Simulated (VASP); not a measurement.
Set up this calculation in VASP 6.6.1, as the native input.

* Task: single point
* Functional: PBEsol
* Potentials or basis: VASP PAW PBE potentials, release 64 (Al, N)
* Cutoff: 520 eV
* k mesh: 9 × 9 × 7
* Occupations: gaussian, width 0.01 eV
* Spin: no spin polarisation
* Dipole correction: no
* Further INCAR settings: ALGO = Fast; EDIFF = 1e-07; NBANDS = 16

The structure of AlN lies in POSCAR:

```
AlN
1.0
    1.6638102523     -2.6620964036      0.0000000000
    1.6638102523      2.6620964036      0.0000000000
    0.0000000000      0.0000000000      4.3259066559
Al N
2 2
Direct
   -0.0098388304      0.0098388304      0.0116860224
    0.6476530381      0.3523469619      0.5116860224
   -0.0059067089      0.0059067089      0.4583139776
    0.6437209166      0.3562790834      0.9583139776
```

The cell was built by a generator and needn't be a form met in nature.

The input as run:

INCAR

```
SYSTEM = AlN
  PREC = Accurate
  ENCUT = 520
  EDIFF = 1E-7
  ISMEAR = 0
  SIGMA = 0.01
  LREAL = .FALSE.
  LASPH = .TRUE.
  NELM = 100
  ALGO = Fast
  ISIF = 2
  LWAVE = .FALSE.
  LCHARG = .TRUE.
  GGA = PS
  LELF = .TRUE.
  LVHAR = .TRUE.
  NBANDS = 16
```

KPOINTS

```
Automatic mesh
0
G
  9 9 7
  0 0 0
```

Potentials or basis: VASP PAW PBE potentials, release 64 (Al, N).

Run with:

```sh
$ cat potpaw_PBE.64/Al/POTCAR potpaw_PBE.64/N/POTCAR > POTCAR
$ mpirun -np 1 vasp_std > vasp.out
```

Results of the run:

```json
{
  "Pressure": "10.0 GPa",
  "Largest force": "0.012 eV/Å",
  "Band gap on the k mesh": "3.58 eV, direct"
}
```

Caveat: the PAW data sets were made with another functional, which shifts forces and pressure a little; an odd mesh through Γ misses points on the zone boundary, where band edges often lie.

It took 20 s on 1 thread of Intel(R) Xeon(R) 6975P-C (Granite Rapids), with other jobs on the host, peak memory 0.17 GiB.
